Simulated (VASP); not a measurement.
# HfO2 (Pca2_1) in VASP: settings compared, part 2 of 2

VASP 6.6.1. Earlier steps stand in the parts before.

## Step 3: Phonons, PBE

This run uses another cell than the first one, of 11.24 Å³/atom, 1.059 times its volume.

Contents of POSCAR:

```
HfO2
1.0
    5.2657787946      0.0000000000      0.0000000000
    0.0000000000      5.0463011325      0.0000000000
    0.0000000000      0.0000000000      5.0767843300
  Hf              O
     4     8
Direct
     0.0329861018108050    0.2665276770750940    0.2398048252588146
     0.4670138981891950    0.2665276770750940    0.7398048252588143
     0.5329861018108051    0.7334723229249062    0.2398048252588146
     0.9670138981891949    0.7334723229249062    0.7398048252588143
     0.3651107202913875    0.0676933961388925    0.3831554950137908
     0.1348892797086126    0.0676933961388925    0.8831554950137905
     0.7300354015649912    0.4626039042605400    0.4900396797273943
     0.7699645984350088    0.4626039042605400    0.9900396797273944
     0.2699645984350087    0.5373960957394601    0.9900396797273944
     0.2300354015649912    0.5373960957394601    0.4900396797273943
     0.8651107202913871    0.9323066038611074    0.3831554950137908
     0.6348892797086129    0.9323066038611074    0.8831554950137905
```

Contents of INCAR.step1:

```
SYSTEM = HfO2
  PREC = Accurate
  ENCUT = 600
  EDIFF = 1E-8
  ISMEAR = -1
  SIGMA = 0.05
  LREAL = .FALSE.
  LASPH = .TRUE.
  NELM = 100
  ALGO = Normal
  ISIF = 3
  LWAVE = .FALSE.
  LCHARG = .FALSE.
  GGA = PE
  KPAR = 8
  IBRION = 2
  NSW = 40
  EDIFFG = -0.002
```

Contents of INCAR.step2:

```
SYSTEM = HfO2
  PREC = Accurate
  ENCUT = 600
  EDIFF = 1E-8
  ISMEAR = -1
  SIGMA = 0.05
  LREAL = .FALSE.
  LASPH = .TRUE.
  NELM = 100
  ALGO = Normal
  ISIF = 2
  LWAVE = .FALSE.
  LCHARG = .FALSE.
  GGA = PE
  KPAR = 8
  IBRION = 8
  NSW = 1
  LEPSILON = .TRUE.
```

Contents of KPOINTS:

```
Automatic mesh
0
G
  4 4 4
  0 0 0
```

Potentials or basis: VASP PAW PBE potentials, release 64 (Hf_pv, O).

Run with:

```sh
$ cat potpaw_PBE.64/Hf_pv/POTCAR potpaw_PBE.64/O/POTCAR > POTCAR
$ cp INCAR.step1 INCAR
$ mpirun -np 8 vasp_std > vasp.out
$ cp CONTCAR POSCAR
$ cp INCAR.step2 INCAR
$ mpirun -np 8 vasp_std > vasp.out
```

OUTCAR:

```text
SYSTEM = HfO2
   PREC = Accurate
   ENCUT = 600
   EDIFF = 1E-8
   ISMEAR = -1
   LREAL = .FALSE.
   LASPH = .TRUE.
   NELM = 100
   ISIF = 2
   GGA = PE
   IBRION = 8
   NSW = 1
   LEPSILON = .TRUE.

 ion  position               nearest neighbor table
   1  0.033  0.267  0.240-  11 2.04   8 2.12  10 2.14   6 2.14   5 2.14   9 2.24   7 2.26   2 3.42
                             2 3.42   4 3.48   4 3.48   3 3.53   3 3.53   4 3.72   4 3.72   3 3.76
   2  0.467  0.267  0.740-  12 2.04   7 2.12   9 2.14   5 2.14   6 2.14  10 2.24   8 2.26   1 3.42
                             1 3.42   3 3.48   3 3.48   4 3.53   4 3.53   3 3.72   3 3.72   4 3.76
   3  0.533  0.733  0.240-   5 2.04   9 2.12   7 2.14  12 2.14  11 2.14   8 2.24  10 2.26   4 3.42
                             4 3.42   2 3.48   2 3.48   1 3.53   1 3.53   2 3.72   2 3.72   1 3.76
   4  0.967  0.733  0.740-   6 2.04  10 2.12   8 2.14  11 2.14  12 2.14   7 2.24   9 2.26   3 3.42
                             3 3.42   1 3.48   1 3.48   2 3.53   2 3.53   1 3.72   1 3.72   2 3.76
   5  0.366  0.068  0.383-   3 2.04   2 2.14   1 2.14
   6  0.134  0.068  0.883-   4 2.04   1 2.14   2 2.14
   7  0.730  0.462  0.490-   2 2.12   3 2.14   4 2.24   1 2.26
   8  0.770  0.462  0.990-   1 2.12   4 2.14   3 2.24   2 2.26
   9  0.270  0.538  0.990-   3 2.12   2 2.14   1 2.24   4 2.26
  10  0.230  0.538  0.490-   4 2.12   1 2.14   2 2.24   3 2.26
  11  0.866  0.932  0.383-   1 2.04   4 2.14   3 2.14
  12  0.634  0.932  0.883-   2 2.04   3 2.14   4 2.14
[... 1746 lines left out ...]
  8Y    -0.729658    1.006384   -0.997118    0.076571    0.306076   -0.274922    0.022303    0.231339    0.159961    1.321950    1.923227   -1.417702   -1.018775    1.806460    0.383834   -0.537406    1.603558    0.744645    0.160493   -1.304457   -0.105772    1.833724  -11.302713    2.781229    0.354623   -0.741466   -0.052634   -0.048539   -0.667861   -0.292946   -0.034237    1.289250   -0.253357   -1.401051    5.850203   -0.675216
  8Z     1.300923   -0.896838    2.868034    0.178591    0.043574   -0.202574   -0.231288   -0.175389    1.598201   -0.953457   -1.248818    1.903193    0.729724    0.421304    1.180243   -0.340717   -0.239243   -0.946036   -0.278711   -0.106093    8.097896   -0.963741    2.779050  -14.583558    0.008556    0.054428   -1.115470   -0.153778    0.291966    0.691065    0.221531   -0.191014    1.058761    0.482369   -0.732928   -0.549756
  9X     0.898690   -0.811657    0.000486    2.830502   -1.540756   -1.156221    1.683568    1.088332    1.818945    0.039606    0.496690   -0.591901   -0.760802    0.068056   -0.232193   -0.381985    0.443357    0.450624    0.666466    0.049263    0.157334    6.373724    0.351663    0.008477  -12.922135   -1.837653   -0.965198   -1.489033    0.166860    0.272681    1.743144    1.046121    0.608798    1.318255    0.479723   -0.371833
  9Y    -0.022303    0.231339   -0.159961   -1.321950    1.923227    1.417702    0.729658    1.006384    0.997118   -0.076571    0.306076    0.274922    0.034237    1.289250    0.253357    1.401051    5.850203    0.675216    0.048539   -0.667861    0.292946   -0.354623   -0.741466    0.052634   -1.833724  -11.302713   -2.781229   -0.160493   -1.304457    0.105772    1.018775    1.806460   -0.383834    0.537406    1.603558   -0.744645
  9Z    -0.231288    0.175389    1.598201   -0.953457    1.248818    1.903193    1.300923    0.896838    2.868034    0.178591   -0.043574   -0.202574    0.221531    0.191014    1.058761    0.482369    0.732928   -0.549756   -0.153778   -0.291966    0.691065    0.008556   -0.054428   -1.115470   -0.963741   -2.779050  -14.583558   -0.278711    0.106093    8.097896    0.729724   -0.421304    1.180243   -0.340717    0.239243   -0.946036
 10X     2.830502    1.540756    1.156221    0.898690    0.811657   -0.000486    0.039606   -0.496690    0.591901    1.683568   -1.088332   -1.818945   -0.381985   -0.443357   -0.450624   -0.760802   -0.068056    0.232193    6.373724   -0.351663   -0.008477    0.666466   -0.049263   -0.157334   -1.489033   -0.166860   -0.272681  -12.922135    1.837653    0.965198    1.318255   -0.479723    0.371833    1.743144   -1.046121   -0.608798
 10Y     1.321950    1.923227    1.417702    0.022303    0.231339   -0.159961    0.076571    0.306076    0.274922   -0.729658    1.006384    0.997118   -1.401051    5.850203    0.675216   -0.034237    1.289250    0.253357    0.354623   -0.741466    0.052634   -0.048539   -0.667861    0.292946    0.160493   -1.304457    0.105772    1.833724  -11.302713   -2.781229   -0.537406    1.603558   -0.744645   -1.018775    1.806460   -0.383834
 10Z     0.953457    1.248818    1.903193    0.231288    0.175389    1.598201   -0.178591   -0.043574   -0.202574   -1.300923    0.896838    2.868034   -0.482369    0.732928   -0.549756   -0.221531    0.191014    1.058761   -0.008556   -0.054428   -1.115470    0.153778   -0.291966    0.691065    0.278711    0.106093    8.097896    0.963741   -2.779050  -14.583558    0.340717    0.239243   -0.946036   -0.729724   -0.421304    1.180243
 11X     1.527154    2.302064   -1.091075   -1.094618    0.466392    0.217886    1.216505    0.796255   -0.006885    2.403221    0.284320    0.776187    5.346039   -0.877594    0.021389    0.626825    0.333635   -0.213989   -0.387119    1.401133   -0.482349   -0.759427   -0.036122    0.221369    1.742056    1.018537    0.725776    1.323148   -0.539553    0.343783  -12.232807   -4.971714   -0.698890    0.289024   -0.177353    0.186798
 11Y     2.205653    4.115479   -1.797837   -0.294179   -0.600282   -0.225986    0.263356    1.408372   -0.164573    0.470717    1.422204   -0.778639    0.877888   -0.566012    0.194171    0.334106   -0.505462   -0.487087    0.443464    5.847275   -0.733329   -0.068039    1.288449   -0.188971    1.043905    1.802350   -0.421143   -0.480436    1.605178    0.238208   -4.972938  -15.271167    4.576392    0.176504   -0.546383   -0.211206
 11Z    -0.857150   -2.060789    1.722338    0.466733   -0.098574   -0.248612    0.656677    0.094132    0.950319    0.094199   -0.540442    1.350018    0.021899   -0.191769   -0.602664    0.214253    0.485059    2.146155   -0.454747   -0.675363   -0.546263   -0.231972   -0.249599    1.058236    0.607255   -0.381652    1.177514    0.374410   -0.743968   -0.943329   -0.701405    4.572591   -9.853967   -0.190151   -0.209626    3.790254
 12X    -1.094618   -0.466392   -0.217886    1.527154   -2.302064    1.091075    2.403221   -0.284320   -0.776187    1.216505   -0.796255    0.006885    0.626825   -0.333635    0.213989    5.346039    0.877594   -0.021389   -0.759427    0.036122   -0.221369   -0.387119   -1.401133    0.482349    1.323148    0.539553   -0.343783    1.742056   -1.018537   -0.725776    0.289024    0.177353   -0.186798  -12.232807    4.971714    0.698890
 12Y     0.294179   -0.600282   -0.225986   -2.205653    4.115479   -1.797837   -0.470717    1.422204   -0.778639   -0.263356    1.408372   -0.164573   -0.334106   -0.505462   -0.487087   -0.877888   -0.566012    0.194171    0.068039    1.288449   -0.188971   -0.443464    5.847275   -0.733329    0.480436    1.605178    0.238208   -1.043905    1.802350   -0.421143   -0.176504   -0.546383   -0.211206    4.972938  -15.271167    4.576392
 12Z    -0.466733   -0.098574   -0.248612    0.857150   -2.060789    1.722338   -0.094199   -0.540442    1.350018   -0.656677    0.094132    0.950319   -0.214253    0.485059    2.146155   -0.021899   -0.191769   -0.602664    0.231972   -0.249599    1.058236    0.454747   -0.675363   -0.546263   -0.374410   -0.743968   -0.943329   -0.607255   -0.381652    1.177514    0.190151   -0.209626    3.790254    0.701405    4.572591   -9.853967

 Eigenvectors and eigenvalues of the dynamical matrix
   1 f  =   21.603531 THz   135.738986 2PiTHz  720.616212 cm-1    89.344983 meV
   2 f  =   20.260907 THz   127.303035 2PiTHz  675.831119 cm-1    83.792342 meV
   3 f  =   19.825165 THz   124.565183 2PiTHz  661.296309 cm-1    81.990256 meV
   4 f  =   19.142867 THz   120.278182 2PiTHz  638.537318 cm-1    79.168502 meV
   5 f  =   18.632846 THz   117.073622 2PiTHz  621.524828 cm-1    77.059223 meV
   6 f  =   17.398426 THz   109.317533 2PiTHz  580.349015 cm-1    71.954075 meV
[... 25 lines left out ...]
  32 f  =    3.584158 THz    22.519927 2PiTHz  119.554633 cm-1    14.822879 meV
  33 f  =    3.490961 THz    21.934358 2PiTHz  116.445939 cm-1    14.437450 meV
  34 f/i=    0.001614 THz     0.010142 2PiTHz    0.053841 cm-1     0.006675 meV
  35 f/i=    0.001978 THz     0.012431 2PiTHz    0.065993 cm-1     0.008182 meV
  36 f/i=    0.002043 THz     0.012836 2PiTHz    0.068145 cm-1     0.008449 meV

 MACROSCOPIC STATIC DIELECTRIC TENSOR IONIC CONTRIBUTION
 ------------------------------------------------------
          15.585537     0.000000    -0.000000
           0.000000    20.468673     0.000000
          -0.000000     0.000000    18.779310
 ------------------------------------------------------

 ELASTIC MODULI CONTR FROM IONIC RELAXATION (kBar)
 Direction    XX          YY          ZZ          XY          YZ          ZX
 --------------------------------------------------------------------------------
 XX        -817.5034   -314.2759   -383.7120     -0.0000     -0.0000     -0.0000
 YY        -314.2759   -646.8113   -274.0953      0.0000      0.0000     -0.0000
 ZZ        -383.7120   -274.0953   -363.8757      0.0000      0.0000     -0.0000
 XY          -0.0000      0.0000      0.0000   -252.5120     -0.0000     -0.0000
 YZ           0.0000      0.0000      0.0000      0.0000   -288.7916      0.0000
 ZX          -0.0000     -0.0000     -0.0000     -0.0000      0.0000   -204.8669
 --------------------------------------------------------------------------------

 PIEZOELECTRIC TENSOR IONIC CONTR  for field in x, y, z        (C/m^2)
          XX          YY          ZZ          XY          YZ          ZX
  --------------------------------------------------------------------------------
  x    -0.00000    -0.00000    -0.00000    -0.00000     0.00000    -0.09635
  y     0.00000    -0.00000    -0.00000    -0.00000     0.80627    -0.00000
  z    -1.68482    -1.07664    -1.84930     0.00000    -0.00000    -0.00000
```

Wall time 33 min (8 MPI ranks of Intel Xeon Platinum 8559C (Emerald Rapids), shared host); peak memory 0.98 GiB.

Results:

| Item | Value |
| --- | --- |
| Electronic dielectric tensor (diagonal) | 4.89, 5.15, 4.94 |
| Born charges (mean of the diagonal) | Hf +5.21; O -2.64, -2.57 e |
| Highest phonon frequency at Γ, LO-TO splitting left out | 721 cm⁻¹ |

Phonon frequencies in cm⁻¹ (negative: imaginary):
```csv
q point,frequencies
"(0.000, 0.000, 0.000)",0 0 0 116 120 120 132 138 147 155 218 226 236 249 265 298 301 312 313 322 365 366 383 400 447 471 474 516 534 567 580 622 639 661 676 721
```

Electronic dielectric tensor:
```
4.89 0.00 0.00
0.00 5.15 0.00
0.00 0.00 4.94
```

Born effective charge tensors (e):
atom 1, Hf
```
 5.12 -0.01 -0.03
-0.34  5.46 -0.15
 0.05 -0.23  5.04
```
atom 2, Hf
```
 5.12  0.01  0.03
 0.34  5.46 -0.15
-0.05 -0.23  5.04
```
atom 3, Hf
```
 5.12  0.01 -0.03
 0.34  5.46  0.15
 0.05  0.23  5.04
```
atom 4, Hf
```
 5.12 -0.01  0.03
-0.34  5.46  0.15
-0.05  0.23  5.04
```
atom 5, O
```
-2.47  0.94 -0.29
 0.74 -2.94 -0.72
-0.32 -0.67 -2.52
```
atom 6, O
```
-2.47 -0.94  0.29
-0.74 -2.94 -0.72
 0.32 -0.67 -2.52
```
atom 7, O
```
-2.65 -0.18  0.23
-0.12 -2.52  0.24
 0.25  0.19 -2.53
```
atom 8, O
```
-2.65  0.18 -0.23
 0.12 -2.52  0.24
-0.25  0.19 -2.53
```
atom 9, O
```
-2.65 -0.18 -0.23
-0.12 -2.52 -0.24
-0.25 -0.19 -2.53
```
atom 10, O
```
-2.65  0.18  0.23
 0.12 -2.52 -0.24
 0.25 -0.19 -2.53
```
atom 11, O
```
-2.47 -0.94 -0.29
-0.74 -2.94  0.72
-0.32  0.67 -2.52
```
atom 12, O
```
-2.47  0.94  0.29
 0.74 -2.94  0.72
 0.32  0.67 -2.52
```

Spin-orbit coupling is left out, which matters for the levels of Hf.
